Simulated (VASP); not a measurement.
Set up this calculation in VASP 6.6.1, as the native input.

```yaml
Task: band structure
Functional: PBE
Dispersion: D3(BJ)
Potentials_or_basis: VASP PAW PBE potentials, release 64 (Pt, Se)
Cutoff: 520 eV
k_mesh: 3 × 3 × 1
Occupations: gaussian, width 0.02 eV
Spin: no spin polarisation
Further_INCAR_settings: ALGO = Normal; EDIFF = 1e-07
```

Crystal: PtSe2.

```xyz
3
Lattice="3.7119 0.0000 0.0000 -1.8560 3.2146 0.0000 0.0000 0.0000 4.9723" Properties=species:S:1:pos:R:3 pbc="T T T"
Pt    0.0000    0.0000    0.0000
Se    0.0000    2.1431    1.3163
Se    1.8560    1.0715    3.6560
```

The input as run:

POSCAR

```
PtSe2                                   
1.0
    3.7119040342     -0.0000000000      0.0000000000
   -1.8559520172      3.2146031865      0.0000000000
    0.0000000000      0.0000000000      4.9722740246
  Pt              Se            
     1     2
Direct
     0.0000000000000000    0.0000000000000000    0.0000000000000000
     0.3333333300000021    0.6666666699999979    0.2647253817393377
     0.6666666699999979    0.3333333300000021    0.7352746182606623
```

INCAR.step1

```
SYSTEM = PtSe2
ALGO = Normal
EDIFF = 1E-7
ENCUT = 520
GGA = PE
ISIF = 2
ISMEAR = 0
IVDW = 12
LASPH = .True.
LCHARG = .True.
LMAXMIX = 4
LREAL = .False.
LWAVE = .False.
NELM = 80
PREC = Accurate
SIGMA = 0.02
```

KPOINTS.step1

```
k-points
0
Gamma
  3 3 1
  0 0 0
```

INCAR.step2

```
SYSTEM = PtSe2
ALGO = Normal
EDIFF = 1E-7
ENCUT = 520
GGA = PE
ICHARG = 11
ISIF = 2
ISMEAR = 0
IVDW = 12
LASPH = .True.
LCHARG = .False.
LMAXMIX = 4
LREAL = .False.
LWAVE = .False.
NELM = 80
PREC = Accurate
SIGMA = 0.05
```

KPOINTS.step2

```
path GMKGALHA,LM,KH
20
line-mode
reciprocal
 0.0000000000  0.0000000000  0.0000000000  G
 0.5000000000  0.0000000000  0.0000000000  M

 0.5000000000  0.0000000000  0.0000000000  M
 0.3333333333  0.3333333333  0.0000000000  K

 0.3333333333  0.3333333333  0.0000000000  K
 0.0000000000  0.0000000000  0.0000000000  G

 0.0000000000  0.0000000000  0.0000000000  G
 0.0000000000  0.0000000000  0.5000000000  A

 0.0000000000  0.0000000000  0.5000000000  A
 0.5000000000  0.0000000000  0.5000000000  L

 0.5000000000  0.0000000000  0.5000000000  L
 0.3333333333  0.3333333333  0.5000000000  H

 0.3333333333  0.3333333333  0.5000000000  H
 0.0000000000  0.0000000000  0.5000000000  A

 0.5000000000  0.0000000000  0.5000000000  L
 0.5000000000  0.0000000000  0.0000000000  M

 0.3333333333  0.3333333333  0.0000000000  K
 0.3333333333  0.3333333333  0.5000000000  H
```

Potentials or basis: VASP PAW PBE potentials, release 64 (Pt, Se).

Command:

```sh
$ cat potpaw_PBE.64/Pt/POTCAR potpaw_PBE.64/Se/POTCAR > POTCAR
$ cp INCAR.step1 INCAR
$ cp KPOINTS.step1 KPOINTS
$ mpirun -np 1 vasp_std > vasp.out
$ cp INCAR.step2 INCAR
$ cp KPOINTS.step2 KPOINTS
$ mpirun -np 1 vasp_std > vasp.out
```

Results of the run:

```
Band gap along the path    : none (metal or under the smearing width)
Dispersion energy per atom : -0.490 eV
```

Caveat: the k mesh is coarse (spacing up to 1.26 Å⁻¹), so the values aren't converged; the log is that of the step along the path at fixed density, whose energy, stress, charges and moments have no meaning; spin-orbit coupling is left out, which moves the levels of the heavy elements.

Wall time 62 s on 1 thread of AMD EPYC 7R13 Processor (Zen 3), on a shared host, peak memory 0.28 GiB.
